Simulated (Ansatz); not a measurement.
SrF2:
```
SrF2
1.0
    0.00000     2.87872     2.87872
    2.87872     0.00000     2.87872
    2.87872     2.87872     0.00000
Sr F
1 2
Direct
  0.00000   0.00000   0.00000
  0.25000   0.25000   0.25000
  0.75000   0.75000   0.75000
```

Relaxed with PBEsol. Special points in fractions of this cell's reciprocal vectors: Γ (0.000, 0.000, 0.000); X (0.500, 0.000, 0.500); U (0.625, 0.250, 0.625); K (0.375, 0.375, 0.750); L (0.500, 0.500, 0.500); W (0.500, 0.250, 0.750).

Question: List the band energies nearest the valence-band maximum at these points for plane-wave PAW PBEsol with spin–orbit coupling (Ansatz code).

Answer: In eV from the valence-band maximum; about four levels below and three above (degenerate sets whole), none deeper than 8.9 eV; points with the same levels are listed once.

| k | below | above |
|---|---|---|
| Γ | -0.07 -0.07 -0.07 -0.07 | 6.90 6.90 10.13 10.13 10.13 10.13 |
| X | -0.27 -0.27 0.00 0.00 | 8.14 8.14 10.26 10.26 |
| U | -0.24 -0.24 -0.08 -0.08 | 8.42 8.42 10.51 10.51 |
| L | -0.48 -0.48 -0.40 -0.40 | 10.22 10.22 10.24 10.24 |
| W | -0.22 -0.22 -0.07 -0.07 | 8.47 8.47 10.86 10.86 |

Space group Fm-3m (fluorite). The PBEsol relaxation kept the symmetry of its start; of distortions, only those at the zone centre were tested.

Potentials: the later of the program's two PAW sets.
